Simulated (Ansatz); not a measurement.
Density of states of PbI2 (P-3m1, a = 4.634 Å, b = 4.634 Å, c = 7.297 Å, α = 90.00°, β = 90.00°, γ = 120.00°), in states per eV and primitive cell, averaged over bins of 0.4 eV. Level of theory: Ansatz 0.2.0, DFT r2SCAN, scalar-relativistic, plane waves, PAW.

Cutoff 500 eV; k points 6×6×4 on the computed 3-atom cell (Γ-centred); Gaussian smearing, width 0.02 eV; no spin polarisation.

The cell is relaxed at this level. The states (both spins) are summed by tetrahedra on a 9×9×6 mesh at the self-consistent density. Energies are bin centres; the table starts no lower than −8 eV and ends at 6 eV, or lower where the solved bands end.

The gap is 2.76 eV at this level, with the zero inside it.

```
E − E_F (eV) total I 5p Pb 6p Pb 6s I 5s
       -7.85   0.01  0.00   0.00   0.01  0.00
       -7.45   0.00  0.00   0.00   0.00  0.00
       -7.05   0.00  0.00   0.00   0.00  0.00
       -6.65   0.00  0.00   0.00   0.00  0.00
       -6.25   0.00  0.00   0.00   0.00  0.00
       -5.85   0.00  0.00   0.00   0.00  0.00
       -5.45   0.00  0.00   0.00   0.00  0.00
       -5.05   0.00  0.00   0.00   0.00  0.00
       -4.65   0.00  0.00   0.00   0.00  0.00
       -4.25   1.46  1.01   0.43   0.00  0.02
       -3.85   2.85  2.05   0.74   0.01  0.03
       -3.45   4.04  3.12   0.84   0.02  0.03
       -3.05   4.43  3.58   0.77   0.02  0.03
       -2.65   3.59  3.23   0.30   0.02  0.01
       -2.25   7.68  7.42   0.15   0.04  0.01
       -1.85   2.96  2.66   0.02   0.25  0.00
       -1.45   3.00  2.57   0.02   0.39  0.00
       -1.05   0.00  0.00   0.00   0.00  0.00
       -0.65   0.00  0.00   0.00   0.00  0.00
       -0.25   0.00  0.00   0.00   0.00  0.00
        0.15   0.00  0.00   0.00   0.00  0.00
        0.55   0.00  0.00   0.00   0.00  0.00
        0.95   0.00  0.00   0.00   0.00  0.00
        1.35   0.02  0.00   0.02   0.00  0.00
        1.75   0.48  0.05   0.39   0.00  0.03
        2.15   2.42  0.39   1.81   0.00  0.11
        2.55   4.00  0.79   2.91   0.00  0.10
        2.95   5.52  1.35   3.72   0.00  0.08
        3.35   2.39  0.69   1.48   0.00  0.02
        3.75   0.16  0.05   0.10   0.00  0.00
        4.15   0.00  0.00   0.00   0.00  0.00
        4.55   0.27  0.00   0.00   0.00  0.00
        4.95   1.32  0.01   0.01   0.00  0.00
        5.35   2.34  0.01   0.01   0.00  0.00
        5.75   1.19  0.00   0.01   0.00  0.00
```

The columns after the total are the main Löwdin projections on the occupied valence shells of the potentials; 1 other is left out. The rest of the total lies in those, in shells that are empty in the free atom, which aren't projected, and between the atoms.

Spin-orbit coupling is left out, which matters for the bands of heavy elements. The cell holds layers, and where no dispersion correction was added their binding is poorly described.

Cost: 1 run of about 1.1 core-minutes, on Arm Neoverse V2 (shared hosts).